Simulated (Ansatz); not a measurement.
ZnS: how the axes shrink under pressure

ZnS, P6_3mc, a = 3.844 Å, c = 6.305 Å. The compound has several low-lying forms, and this is one of them. Ansatz: PBE, PAW, 420 eV, Γ-centred 12×12×6 mesh on 4 atoms, Gaussian smearing 0.02 eV; no spin polarisation. Cell and atoms are relaxed at each pressure, and no other structure is tried; the real crystal is known to change phase within this range, so the rows at high pressure are metastable. y = 100 ln(c/c0) with c0 = 6.3046 Å, so nearly a change in per cent. The pressures are the targets, met within 0.07 GPa.

```tsv
P (GPa)	y	100 ln(a/a0)
-2.0	1.00	1.08
0.0	0.00	0.00
2.0	-0.84	-0.91
5.0	-1.99	-2.15
10.0	?	?
20.0	-5.63	-6.66
40.0	-8.06	-10.94
```

Fit y = c1 P + c2 P² to the other rows, give the linear compressibility along c, and predict the missing y.

Least squares on the rows shown. y = −0.3783 P + 0.004442 P². The linear compressibility along c is −c1/100 = 3.78 per TPa, against 4.09 along a from the same fit to the last column (its missing entry is -3.88): the crystal is about as stiff along both at low pressure, though at 40 GPa 100 ln(a/a0) is -10.9 and y -8.1. The runs next to zero pressure give 4.60 and 4.98, so a parabola over the whole range misstates the start. With a term in P³ added, the coefficient of P becomes -0.4539, 20 % more, which shows how far this figure hangs on the form. At P = 10.0 the fit asked for gives -3.34. The run gave -3.45, so the fit is 0.11 too high, within the rms miss on the fitted rows (0.16).